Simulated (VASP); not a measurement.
# NaI (Fm-3m) in VASP: settings compared, part 2 of 2

VASP 6.6.1. The steps go on from the part before.

## Step 4: Relaxation of cell and atoms, B3LYP

File POSCAR:

```
NaI
1.0
    0.0000000000      3.2364000000      3.2364000000
    3.2364000000      0.0000000000      3.2364000000
    3.2364000000      3.2364000000      0.0000000000
I Na
1 1
Direct
    0.5000000000      0.5000000000      0.5000000000
    0.0000000000      0.0000000000      0.0000000000
```

File INCAR.step1:

```
  PREC = Accurate
  ENCUT = 600
  EDIFF = 1E-5
  ISMEAR = -1
  SIGMA = 0.05
  LREAL = F
  LASPH = T
  NELM = 80
  ALGO = Normal
  LWAVE = T
  LCHARG = F
  GGA = PE
```

File INCAR.step2:

```
  PREC = Accurate
  ENCUT = 600
  EDIFF = 1E-6
  ISMEAR = -1
  SIGMA = 0.05
  LREAL = F
  LASPH = T
  NELM = 80
  ALGO = Normal
  ISIF = 3
  LWAVE = F
  LCHARG = F
  GGA = B3
  LHFCALC = T
  AEXX = 0.2
  AGGAX = 0.72
  AGGAC = 0.81
  ALDAC = 0.19
  PRECFOCK = Normal
  IBRION = 2
  NSW = 40
  EDIFFG = -0.01
  ISTART = 1
```

File KPOINTS:

```
Automatic mesh
0
Gamma
  4 4 4
```

Potentials or basis: VASP PAW PBE potentials, release 64 (I, Na_pv).

The run is started by

```sh
$ cat potpaw_PBE.64/I/POTCAR potpaw_PBE.64/Na_pv/POTCAR > POTCAR
$ cp INCAR.step1 INCAR
$ mpirun -np 1 vasp_std > vasp.out
$ cp INCAR.step2 INCAR
$ mpirun -np 1 vasp_std > vasp.out
```

OUTCAR:

```text
PREC = Accurate
   ENCUT = 600
   EDIFF = 1E-6
   ISMEAR = -1
   LREAL = F
   LASPH = T
   NELM = 80
   ISIF = 3
   GGA = B3
   LHFCALC = T
   AEXX = 0.2
   PRECFOCK = Normal
   IBRION = 2
   NSW = 40
   EDIFFG = -0.01
   ISTART = 1

 ion  position               nearest neighbor table
   1  0.500  0.500  0.500-
   2  0.000  0.000  0.000-

  LATTYP: Found a face centered cubic cell.
 ALAT       =     6.4728000000

  Lattice vectors:

 A1 = (   0.0000000000,   3.2364000000,   3.2364000000)
 A2 = (   3.2364000000,   0.0000000000,   3.2364000000)
 A3 = (   3.2364000000,   3.2364000000,   0.0000000000)

Analysis of symmetry for initial positions (statically):
=====================================================================
 Subroutine PRICEL returns:
 Original cell was already a primitive cell.

 Routine SETGRP: Setting up the symmetry group for a
 face centered cubic supercell.

 Subroutine GETGRP returns: Found 48 space group operations
 (whereof 48 operations were pure point group operations)
 out of a pool of 48 trial point group operations.

[... 145 lines left out ...]

 number of electron      13.9999994 magnetization

 Free energy of the ion-electron system (eV)
  ---------------------------------------------------
  ext. energy  EPLUGINS =         0.00000000
  ---------------------------------------------------
  free energy    TOTEN  =        -6.08362243 eV

  energy without entropy =       -6.08362243  energy(sigma->0) =       -6.08362243

------------------------ aborting loop because EDIFF is reached ----------------------------------------

  FORCE on cell =-STRESS in cart. coord.  units (eV):
  Direction    XX          YY          ZZ          XY          YZ          ZX
  --------------------------------------------------------------------------------------
  -------------------------------------------------------------------------------------
  Total        0.3723279      0.3723279      0.3723279     -0.0000000      0.0000000     -0.0000000
  in kB        8.7987212      8.7987212      8.7987212     -0.0000000      0.0000000     -0.0000000
  external PRESSURE =       8.7987212 kB  Pullay stress =       0.0000000 kB
[... 95 lines left out ...]
--------------------------------------- Ionic step        4  -------------------------------------------

 number of electron      14.0000002 magnetization

 Free energy of the ion-electron system (eV)
  ---------------------------------------------------
  ext. energy  EPLUGINS =         0.00000000
  ---------------------------------------------------
  free energy    TOTEN  =        -6.09364678 eV

  energy without entropy =       -6.09364678  energy(sigma->0) =       -6.09364678

 E-fermi :   0.8243     XC(G=0):  -6.0336

 val. band max:       -0.2590622823   @ k =   0.0000   0.0000   0.0000
 cond. band min:       4.6682931739   @ k =   0.0000   0.0000   0.0000
 fundamental gap:      4.9273554563
 Fermi energy:         0.8243423081

 k-point     1 :       0.0000    0.0000    0.0000
  band No.  band energies     occupation
      1     -25.0125      2.00000
      2     -25.0125      2.00000
      3     -25.0125      2.00000
      4     -11.9354      2.00000
      5      -0.2591      2.00000
      6      -0.2591      2.00000
      7      -0.2591      2.00000
      8       4.6683      0.00000
      9       9.1753      0.00000
     10       9.1753      0.00000
     11       9.1753      0.00000
[... 125 lines left out ...]
  FREE ENERGIE OF THE ION-ELECTRON SYSTEM (eV)
  ---------------------------------------------------
  free  energy   TOTEN  =        -6.0936467782 eV

  energy  without entropy=       -6.0936467781  energy(sigma->0) =       -6.09364678

 reached required accuracy - stopping structural energy minimisation
```

Run time: 17 min. Hardware: 1 thread of Intel Xeon 6975P-C (Granite Rapids), shared host; peak memory 0.26 GiB.

Results:

| Quantity | Value |
| --- | --- |
| Free energy | -6.0936 eV |
| Relaxed volume | 35.72 Å³/atom |
| Relaxed cell | a = 4.658 Å, b = 4.658 Å, c = 4.658 Å, α = 60.00°, β = 60.00°, γ = 60.00° |
| Space group after relaxing (to 0.05 Å) | Fm-3m (No. 225) |
| Energy gained by relaxing | 5.0 meV/atom |
| Ionic steps | 4 |
| Pressure after relaxing | 0.0 GPa |
| Band gap on the k mesh | 4.93 eV, direct |

Step by step:
```csv
step,energy change (eV),largest force (eV/Å),pressure (GPa),volume (Å³)
1,0.0000,0.0000,0.88,67.80
2,-0.0075,0.0000,0.40,69.64
3,-0.0097,0.0000,0.11,70.92
4,-0.0100,0.0000,0.01,71.44
```

Final structure:
```cif
data_structure
_symmetry_space_group_name_H-M 'P 1'
_symmetry_Int_Tables_number 1
_cell_length_a 4.6575
_cell_length_b 4.6575
_cell_length_c 4.6575
_cell_angle_alpha 60.000
_cell_angle_beta 60.000
_cell_angle_gamma 60.000
_cell_volume 71.44
loop_
_atom_site_label
_atom_site_type_symbol
_atom_site_fract_x
_atom_site_fract_y
_atom_site_fract_z
_atom_site_occupancy
I1 I 0.50000 0.50000 0.50000 1
Na1 Na 0.00000 0.00000 0.00000 1
```

Levels at points of the mesh, in eV from the valence-band top:
```
           k point  band 4  band 5  band 6  band 7  band 8  band 9  band 10  band 11
(0.00, 0.00, 0.00)  -11.68    0.00    0.00    0.00    4.93    9.43     9.43     9.43
(0.50, 0.00, 0.00)  -11.38   -2.12   -0.27   -0.27    6.54    8.88     8.88     9.92
(0.50, 0.50, 0.00)  -11.31   -1.84   -0.72   -0.72    5.83    7.12    11.25    12.66
```

Caveat: the k mesh is coarse (spacing up to 0.42 Å⁻¹), so the values aren't converged, least of all with exact exchange; the PAW data sets were made with another functional, which shifts forces and pressure a little; spin-orbit coupling is left out, which moves the levels of the heavy elements. Zero-point motion and thermal expansion aren't in these numbers.

## Step 5: Single point, PBE

File INCAR:

```
PREC = Accurate ; ENCUT = 520
EDIFF = 1E-6 ; ISMEAR = 0
SIGMA = 0.024 ; LREAL = False
LASPH = True ; NELM = 100
ALGO = Normal ; ISIF = 2
LWAVE = False ; LCHARG = True
GGA = PE ; LELF = True
LVHAR = True ; NBANDS = 14
```

File KPOINTS:

```
regular mesh
0
Gamma
  7 7 7
```

POSCAR is that of step 4.

The run is started by

```sh
$ cat potpaw_PBE.64/I/POTCAR potpaw_PBE.64/Na_pv/POTCAR > POTCAR
$ mpirun -np 1 vasp_std > vasp.out
```

It took 20 s on 1 thread of Intel Xeon Platinum 8488C (Sapphire Rapids), shared host; peak memory 0.21 GiB.

It converged, with:

```yaml
Free_energy: -5.3851 eV
Pressure: 0.4 GPa
Band_gap_on_the_k_mesh: 3.64 eV, direct
```

Levels at points of the mesh, in eV from the valence-band top:
```csv
k point,band 3,band 4,band 5,band 6,band 7,band 8,band 9,band 10,band 11,band 12
"(0.00, 0.00, 0.00)",-22.44,-11.02,0.00,0.00,0.00,3.64,7.93,7.93,7.93,9.75
```

Caveat: spin-orbit coupling is left out, which moves the levels of the heavy elements.

## Step 6: Overview

| task | level | cell | k mesh | cutoff (eV) | smearing | grid for exact exchange (PRECFOCK) | exchange at q = 0 | mesh quality | gap on the mesh (eV) | pressure (GPa) |
| --- | --- | --- | --- | --- | --- | --- | --- | --- | --- | --- |
| single point | PBE | as given | 7 × 7 × 7 | 520 | gaussian 0.02 eV | - | - | not flagged | 3.64 | 0.4 |
| single point | PBE | as given | 7 × 7 × 7 | 520 | gaussian 0.016 eV | - | - | not flagged | 3.64 | 0.4 |
| relaxation of cell and atoms | B3LYP | relaxed | 4 × 4 × 4 | 600 | fermi-dirac 0.05 eV | Normal | default | coarse | 4.93 | 0.0 |
| single point | PBE | as given | 7 × 7 × 7 | 520 | gaussian 0.024 eV | - | - | not flagged | 3.64 | 0.4 |

Alike in all rows: potentials or basis VASP PAW PBE potentials, release 64 (I, Na_pv); no spin polarisation.

Caveats: some runs use coarse meshes; spin-orbit coupling is left out, which moves the levels of the heavy elements; the PAW data sets were made with another functional, which shifts forces and pressure a little (some runs).

Total energies depend on the potentials used, so only differences within one code and one set of settings carry meaning.
